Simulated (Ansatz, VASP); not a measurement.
# Two plane-wave programs on Rh

```
Rh
1.0
     2.79443    0.00000    0.00000
    -1.39722    2.42005    0.00000
     0.00000    0.00000    4.47770
Rh
2
Direct
  0.66667 0.33333 0.75000
  0.33333 0.66667 0.25000
```

Alike in both runs: functional r2SCAN; k mesh 18 × 18 × 10; occupations gaussian, width 0.1 eV; no spin polarisation.

Ansatz relaxed the structure, and its values are those at the end. VASP's run is a single point on that final structure, the one shown.

|  | VASP | Ansatz |
| --- | --- | --- |
| version | VASP 6.6.1 | Ansatz 0.2.0 |
| potentials or method | VASP PAW PBE potentials, release 64 (Rh_pv) | scalar-relativistic, plane waves, PAW |
| plane-wave cutoff (eV) | 520 | 500 |
| valence electrons in the cell | 30 | 34 |

```tsv
	VASP	Ansatz	Ansatz less VASP
gap on the k mesh at the Fermi level (eV)	none	none	-
pressure (GPa)	-20.1	-20.8	-0.73
```

A gap of «none» marks a metal or a gap that the smearing closes. The two sets of potentials don't hold the same shells in valence.

Caveats: so large a pressure means that the cell lies far from this level's equilibrium, or that cutoff or potentials fall short (VASP); the potentials were made for another functional, which shifts forces and pressure (VASP).
